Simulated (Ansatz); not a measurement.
# Ag under changes of volume

One of the cells (18.052 Å³/atom); the others are scaled copies at fixed shape and fractional positions:

```
CELL_PARAMETERS angstrom
1.47305 0.85046 7.20465
-1.47305 0.85046 7.20465
0.00000 -1.70093 7.20465
ATOMIC_POSITIONS crystal
Ag 0.22228 0.22228 0.22228
Ag 0.77772 0.77772 0.77772
Ag 0.00000 0.00000 0.00000
```

This isn't the form of Ag at room conditions, which is fcc.

```yaml
Program: Ansatz 0.2.0
Functional: PBE
Potentials_or_basis: Ansatz PAW
Cutoff: "420 eV (not typed: the program's choice for these potentials)"
k_mesh: 10 × 10 × 10
Occupations: fermi-dirac, width 0.05 eV
Spin: no spin polarisation
```

```tsv
volume (Å³/atom)	energy over the lowest point (meV/atom)	pressure (GPa)	largest force (eV/Å)
16.968	15.68	5.7	0.002
17.330	5.59	3.3	0.001
17.691	0.58	1.2	0.001
18.052	0.00	-0.7	0.001
18.413	3.31	-2.3	0.000
18.774	10.02	-3.7	0.000
19.135	?	?	?
```

Task: What does the run at 19.135 Å³/atom give?

Result: Energy over the lowest point 19.70 meV/atom; pressure -4.9 GPa; largest force 0.000 eV/Å.

Worked out: A Birch-Murnaghan fit of order 3 (a polynomial in V^(-2/3)) to the other rows has its minimum at 17.92 Å³/atom with B0 = V·E''(V) = 90 GPa and B' = 5.5 at fixed shape and positions, which overstates the stiffness. It gives 19.72 meV/atom at 19.135 Å³/atom, against the run's 19.70, and -dE/dV = -4.9 GPa, against -4.9.

Energies are extrapolated to zero smearing.
